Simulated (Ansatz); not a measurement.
Os under changes of volume

One of the cells (13.982 Å³/atom); the others are scaled copies at fixed shape and fractional positions:

```
Os
1.0
     2.73410    0.00000    0.00000
    -1.36705    2.36780    0.00000
     0.00000    0.00000    4.31970
Os
2
Direct
  0.66667 0.33333 0.75000
  0.33333 0.66667 0.25000
```

```yaml
Program: Ansatz 0.2.0
Functional: HSE03
Potentials_or_basis: Ansatz PAW
Cutoff: "420 eV (not typed: the program's choice for these potentials)"
k_mesh: 6 × 6 × 3
Occupations: fermi-dirac, width 0.05 eV
Spin: no spin polarisation
```

| volume (Å³/atom) | energy over the lowest point (meV/atom) | pressure (GPa) |
| --- | --- | --- |
| 13.143 | 54.72 | 26.6 |
| 13.423 | 18.41 | 15.3 |
| 13.703 | 0.87 | 5.2 |
| 13.982 | 0.00 | -3.9 |
| 14.262 | 13.97 | -11.9 |
| 14.542 | ? | ? |
| 14.821 | 80.12 | -25.4 |

Question: What does the run at 14.542 Å³/atom give?

Answer: Energy over the lowest point 41.16 meV/atom; pressure -19.0 GPa.

Worked out: A Birch-Murnaghan fit of order 3 (a polynomial in V^(-2/3)) to the other rows has its minimum at 13.86 Å³/atom with B0 = V·E''(V) = 443 GPa and B' = 4.7 at fixed shape and positions, which overstates the stiffness. It gives 41.22 meV/atom at 14.542 Å³/atom, against the run's 41.16, and -dE/dV = -19.1 GPa, against -19.0.

Energies are extrapolated to zero smearing.

Caveats: all runs use coarse meshes; the PAW data sets come from PBE, with cores solved anew for the run's functional, which leaves a small shift of forces and pressure; the thresholds are loose for stress.
